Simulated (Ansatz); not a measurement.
# What 4 layers does to SrF2

Start from SrF₂ in the fluorite structure (space group Fm-3m, No. 225; a = 5.791 Å). Axes: x, y, z lie along the cube axes.

Now apply this change: a free-standing slab of 4 layers (12 atoms, 3 a layer) is cut normal to [111], with 15 Å of vacuum and the in-plane cell held at bulk.

The values are results of plane-wave PAW DFT at the r2SCAN level (Ansatz, a quantum-chemistry and plane-wave program, 500 eV), spin-orbit coupling left out, not measurements. k-mesh 9×9×1 (Γ-centred); smearing 0.05 eV (Fermi–Dirac), for the changed cell.

The layer's space group (with vacuum) comes out as P-3m1 (No. 164) and the shortest interatomic distance decreases by 0.0249 Å, from 2.507 Å to 2.483 Å. The band gap decreases by 0.35 eV (7.60 eV → 7.25 eV) and the gap character amounts to indirect, M → Γ. The smallest direct gap shrinks by 0.38 eV (7.70 eV → 7.32 eV) and the excess energy per area of both faces (slab less bulk energy over the cell's area: twice a surface energy) amounts to 0.88 J/m². The thickness between the outermost nuclei amounts to 11.62 Å and the change of the spacing d12 from its bulk value of 0.836 Å amounts to -3.6 %. The change of the spacing d23 from its bulk value of 0.836 Å is +1.0 %.

Final structure:

```xyz
12
Lattice="4.0946 0.0000 0.0000 2.0473 3.5460 0.0000 0.0000 0.0000 26.7013" Properties=species:S:1:pos:R:3 pbc="T T T"
F      3.0709     0.5910     7.5428
Sr     1.0236    -0.5910     8.3484
F      5.1182     1.7730     9.1923
F      5.1182    -0.5910    10.8309
Sr     3.0709    -1.7730    11.6776
F      7.1655     0.5910    12.5130
F      7.1655    -1.7730    14.1882
Sr     5.1182    -2.9550    15.0237
F      9.2128    -0.5910    15.8704
F      9.2128    -2.9550    17.5090
Sr     7.1655    -4.1370    18.3529
F     11.2601    -1.7730    19.1585
```

Cost of the whole job for the changed cell (relaxation, final SCF and bands): around 4 core-minutes (rough).

The excess energy carries the mismatch between the slab's and the bulk's meshes. Whether these cells are dynamically stable was not tested. k-point labels follow each cell's own Brillouin zone.
